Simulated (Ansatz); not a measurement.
Crystal: Br, bcc type, 1 atom in the cell.

These are results of Ansatz 0.2.0 development build, PBE, plane waves, PAW datasets (generated soft set 1), not measurements.

Cutoff 420 eV; k-mesh 41×41×41 Γ-centred; Fermi–Dirac smearing of 0.0612 eV; no spin polarisation.

Task: What equilibrium volume, lattice constant and bulk modulus does this give?

Result: V₀ = 26.770 Å³/atom (a₀ = 3.769 Å), B₀ = 27.9 GPa, B₀′ = 5.54. The points behind the fit:

```
V (Å³/atom)   a (Å)  E − E(min) (meV/atom)  P (GPa)
     25.174  3.6926                   9.47     2.03
     25.710  3.7186                   3.99     1.26
     26.245  3.7442                   0.94     0.58
     26.781  3.7695                   0.00    -0.01
     27.317  3.7945                   0.93    -0.53
     27.852  3.8191                   3.50    -0.99
     28.388  3.8434                   7.49    -1.39
```

The published all-electron PBE values for this crystal (mean of FLEUR and WIEN2k, k-spacing 0.06 Å⁻¹; Bosoni et al., Nat. Rev. Phys. 6, 45 (2024)) are V₀ = 26.784 Å³/atom, B₀ = 27.9 GPa, B₀′ = 5.54.

The stress includes the program's correction for the finite plane-wave basis.

This cubic structure is a model: it isn't the usual form of the substance at ambient conditions, and such phases are metastable or hypothetical.
